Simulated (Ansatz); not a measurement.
Te2Mo:

```
CELL_PARAMETERS angstrom
6.33000 0.00000 0.00000
0.00000 3.46900 0.00000
-0.94679 0.00000 13.82762
ATOMIC_POSITIONS crystal
Te 0.94370 0.75000 0.60450
Te 0.05630 0.25000 0.39550
Te 0.90300 0.25000 0.85140
Te 0.09700 0.75000 0.14860
Te 0.41120 0.75000 0.89550
Te 0.58880 0.25000 0.10450
Te 0.44320 0.25000 0.64840
Te 0.55680 0.75000 0.35160
Mo 0.81670 0.75000 0.99260
Mo 0.18330 0.25000 0.00740
Mo 0.68190 0.25000 0.49340
Mo 0.31810 0.75000 0.50660
```

Base run:

```yaml
Program: Ansatz 0.2.0
Functional: revPBE
Potentials_or_basis: Ansatz PAW
Cutoff: "420 eV (not typed: the program's choice for these potentials)"
k_mesh: 4 × 8 × 2
Occupations: fermi-dirac, width 0.05 eV
Spin: no spin polarisation
```

Its results: band gap on the k mesh none (metal or under the smearing width); pressure 3.9 GPa; largest force 0.216 eV/Å.

Problem. The run is repeated on the same cell with these changes: functional from revPBE to PBE; cutoff from 420 eV (not typed: the program's choice for these potentials) to 600 eV. What comes out?

Solution. Band gap on the k mesh none (metal or under the smearing width); pressure 2.5 GPa; largest force 0.178 eV/Å.

PBE binds more tightly than revPBE, so the same cell stands under less pressure.

Caveats: spin-orbit coupling is left out, which moves the levels of the heavy elements (some runs); the PAW data sets come from PBE, with cores solved anew for the run's functional, which leaves a small shift of forces and pressure (some runs).
